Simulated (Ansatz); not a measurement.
**InP: a single-point run**

Aim: a sound single-point run of InP. The structure is shown as the input types it. The cell is built on a prototype (CsCl type) and needn't be the phase found in nature.

Method: density functional or hybrid calculation with the settings of its input, plane waves (as first typed), in Ansatz 0.2.0.

8 further runs of the same task are left out: 6 for a known fault of the program, 2 that didn't finish.

## (1) The structure to begin with

It takes space group Pm-3m (No. 221, cubic). Conventional cell: a = 3.413 Å, b = 3.413 Å, c = 3.413 Å, α = 90.00°, β = 90.00°, γ = 90.00°. Around In (site symmetry m-3m) lie 8 P at 2.96 Å. P (site symmetry m-3m) is surrounded by 8 In at 2.96 Å.

The input asks for a charge of +2 e on the cell.

Coordinates:

```cif
data_structure
_symmetry_space_group_name_H-M 'Pm-3m'
_symmetry_Int_Tables_number 221
_cell_length_a 3.4134
_cell_length_b 3.4134
_cell_length_c 3.4134
_cell_angle_alpha 90.000
_cell_angle_beta 90.000
_cell_angle_gamma 90.000
_cell_volume 39.77
loop_
_atom_site_label
_atom_site_type_symbol
_atom_site_symmetry_multiplicity
_atom_site_Wyckoff_symbol
_atom_site_fract_x
_atom_site_fract_y
_atom_site_fract_z
_atom_site_occupancy
In1 In 1 a 0.00000 0.00000 0.00000 1
P1 P 1 b 0.50000 0.50000 0.50000 1
```

## (2) Input and run

The input, input.yaml:

```yaml
crystal:
  lattice:
    - [3.413399131, 0.0, 0.0]
    - [0.0, 3.413399131, 0.0]
    - [0.0, 0.0, 3.413399131]
  atoms:
    - { symbol: In, position: [0.0, 0.0, 0.0] }
    - { symbol: P, position: [0.5, 0.5, 0.5] }
kpoints:
  mp_grid: { grid: [6, 6, 6] }
hamiltonian:
  xc: pbesol
scf:
  occupations: { method: fermi_dirac, width: 0.02 }
  n_extra_bands: 4
  max_iter: 77
output:
  forces: true
  stress: true
  eigenvalues: true
total_charge: 2
```

Run with:

```bash
ansatz run input.yaml --threads 4 --pin off --max-ram 3686MiB --backend cpu --events-out ev --progress --plain --runs-dir out
```

Q: Will this input give a usable result? If not, why, and what should change?

This run ends as converged. That alone doesn't make the input a sound one.

The suspect setting: total_charge is 2. With this charge the calculation describes a differently charged system.

Run again and compare: delete total_charge (the default then holds).
